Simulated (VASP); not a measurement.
# GaN under changes of volume

One of the cells (9.930 Å³/atom); the others are scaled copies at fixed shape and fractional positions:

```
Ga N
1.0
     0.00000    2.14938    2.14938
     2.14938    0.00000    2.14938
     2.14938    2.14938    0.00000
Ga N
1 1
Direct
  0.00000 0.00000 0.00000
  0.50000 0.50000 0.50000
```

Measurements of this composition are mostly on another form, of space group No. 186.

* Program: VASP 6.6.1
* Functional: PBE
* Potentials or basis: VASP PAW PBE potentials, release 64 (Ga_d, N)
* Cutoff: 520 eV
* k mesh: 11 × 11 × 11
* Occupations: fermi-dirac, width 0.05 eV
* Spin: no spin polarisation

```csv
volume (Å³/atom),energy over the lowest point (meV/atom),pressure (GPa),gap on the mesh (eV)
9.151,25.94,15.4,0.93
9.346,?,?,?
9.540,1.45,4.9,0.67
9.930,0.00,-3.6,0.42
10.124,6.41,-7.1,0.31
10.319,16.93,-10.2,0.20
```

Problem. What does the run at 9.346 Å³/atom give?

Solution. Energy over the lowest point 10.49 meV/atom; pressure 9.9 GPa; gap on the mesh 0.80 eV.

Worked out: A Birch-Murnaghan fit of order 3 (a polynomial in V^(-2/3)) to the other rows has its minimum at 9.76 Å³/atom with B0 = V·E''(V) = 208 GPa and B' = 4.7. It gives 10.45 meV/atom at 9.346 Å³/atom, against the run's 10.49, and -dE/dV = 10.0 GPa, against 9.9. A straight line through the other rows of the gap, of slope -6.1 eV per unit of ln V, gives 0.80 eV, against the run's 0.80.

Energies are extrapolated to zero smearing.

Caveats: an odd mesh through Γ misses points on the zone boundary, where band edges often lie. Spin-orbit coupling on Ga is left out.
